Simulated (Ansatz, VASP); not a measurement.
# Two plane-wave programs on AlCu3

```
Al Cu
1.0
     0.00000    2.85000    2.85000
     2.85000    0.00000    2.85000
     2.85000    2.85000    0.00000
Al Cu
1 3
Direct
  0.00000 0.00000 0.00000
  0.50000 0.50000 0.50000
  0.25000 0.25000 0.25000
  0.75000 0.75000 0.75000
```

Alike in both runs: functional LDA; k mesh 12 × 12 × 12; occupations fermi-dirac, width 0.15 eV; no spin polarisation.

Ansatz relaxed the structure, and its values are those at the end. VASP's run is a single point on that final structure, the one shown.

|  | VASP | Ansatz |
| --- | --- | --- |
| version | VASP 6.6.1 | Ansatz 0.2.0 |
| potentials or method | VASP PAW LDA potentials, release 64 (Al, Cu) | scalar-relativistic, plane waves, PAW |
| plane-wave cutoff (eV) | 520 | 420 |
| valence electrons in the cell | 36 | 60 |

```tsv
	VASP	Ansatz	Ansatz less VASP
gap on the k mesh at the Fermi level (eV)	none	none	-
pressure (GPa)	0.7	0.0	-0.66
```

A gap of «none» marks a metal or a gap that the smearing closes. The two sets of potentials don't hold the same shells in valence.
